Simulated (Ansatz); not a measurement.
Structure: TiSe₂ (a database entry that may be a prediction), at its r2SCAN+rVV10 minimum. It is trigonal, P-3m1 (No. 164); conventional cell a = 3.542 Å, c = 6.092 Å, 22.06 Å³ an atom. Ti is surrounded by 6 Se at 2.55 Å; Se is surrounded by 3 Ti at 2.55 Å.

The questions ask for values computed with Ansatz 0.2.0 on this geometry. The values are computed, non-magnetic, and not measurements.

Given (12×12×4 mesh): With LDA the bands overlap by 0.59 eV (counted from 1, band 22 peaks at Γ and band 23 bottoms out at L): no gap.

Question: Estimate the gap with PBE on 12×12×4.

Answer: PBE gives no gap: the lowest nominally empty band dips 0.58 eV below the top of the last filled one (its bottom at L, the top at Γ), so the cell is a metal or semimetal at this level.

Question: Estimate the gap with PBE+SOC on 12×12×4.

Answer: With PBE+SOC the bands overlap by 0.57 eV (counted from 1, band 44 peaks at Γ and band 45 bottoms out at L): no gap. Spin-orbit coupling itself accounts for 0.00 eV.

Question: What do these levels agree on?

Answer: No level opens a gap, but no hybrid is among them, and semilocal functionals can close a real gap.

Only the levels marked +SOC include spin-orbit coupling.
